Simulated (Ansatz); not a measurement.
**TiCo2: equal strain of all cell vectors**

How does TiCo2 answer equal strain of all cell vectors between -3 and +3 %? At each strain the shape is held and the atoms relax, within the symmetry that is left.

Computed with Ansatz 0.2.0 (DFT r2SCAN, scalar-relativistic, plane waves, PAW, unless a step's input says otherwise).

2 further runs of the same task are left out: 2 set aside as unsound or not needed.

### 1 The structure to begin with

Symmetry: Fd-3m, No. 227, cubic system. The conventional cell has a = 6.687 Å, b = 6.687 Å, c = 6.687 Å, α = 90.00°, β = 90.00°, γ = 90.00°. Around Ti (site symmetry -43m) lie 12 Co at 2.77 Å and 4 Ti at 2.90 Å. Around Co (site symmetry -3m) lie 6 Co at 2.36 Å.

Structure file:

```xyz
6
Lattice="0.0000 3.3437 3.3437 3.3437 0.0000 3.3437 3.3437 3.3437 0.0000" Properties=species:S:1:pos:R:3 pbc="T T T"
Ti    3.3437    3.3437    3.3437
Ti    5.0155    5.0155    5.0155
Co    0.8359    0.8359    0.8359
Co    0.8359    2.5078    2.5078
Co    2.5078    2.5078    0.8359
Co    2.5078    0.8359    2.5078
```

This cell was relaxed beforehand with the same method: volume 12.46 Å³/atom, gap on the mesh none (metal), site moments up to 1.5 μB.

### 2 Reference cell for the strains

input.yaml reads:

```yaml
crystal:
  lattice:
    - [0.0, 3.3436872553, 3.3436872553]
    - [3.3436872553, 0.0, 3.3436872553]
    - [3.3436872553, 3.3436872553, 0.0]
  atoms:
    - { symbol: Ti, position: [0.5, 0.5, 0.5], spin: -0.71 }
    - { symbol: Ti, position: [0.75, 0.75, 0.75], spin: -0.71 }
    - { symbol: Co, position: [0.125, 0.125, 0.125], spin: 1.69 }
    - { symbol: Co, position: [0.625, 0.125, 0.125], spin: 1.69 }
    - { symbol: Co, position: [0.125, 0.125, 0.625], spin: 1.69 }
    - { symbol: Co, position: [0.125, 0.625, 0.125], spin: 1.69 }
basis:
  ecutwfc: 500
kpoints:
  mp_grid: { grid: [10, 10, 10] }
hamiltonian:
  xc: r2scan
scf:
  occupations: { method: gaussian, width: 0.1 }
output:
  forces: true
  stress: true
  eigenvalues: true
  populations: true
magnetization:
  spin_polarized: true
```

The run is started by

```bash
$ ansatz run input.yaml --threads 1 --pin off --max-ram 2560MiB --backend cpu --events-out ev --progress --plain --runs-dir out
```

The session goes on with these runs: At -1.0 %; the cell strained by +1.0 %; At -2.0 %; strain +2.0 %; At -3.0 %; the cell strained by +3.0 %.

**Question.** What will these runs give? Wanted: (1/V) d²E/dε² at zero strain, cubic fit.

The runs gave:

| quantity | value |
| --- | --- |
| largest energy cost | 63.0 meV/atom at -3.0 % |
| (1/V) d²E/dε² at zero strain, cubic fit | 1632 GPa |

What this shows: The curvature of the energy, 1632 GPa, is nine times the bulk modulus at fixed shape. Compression by 3 % costs 63.0 meV/atom and stretching 51.2. Other magnetic orders or occupations could lie lower; they were not searched in full.
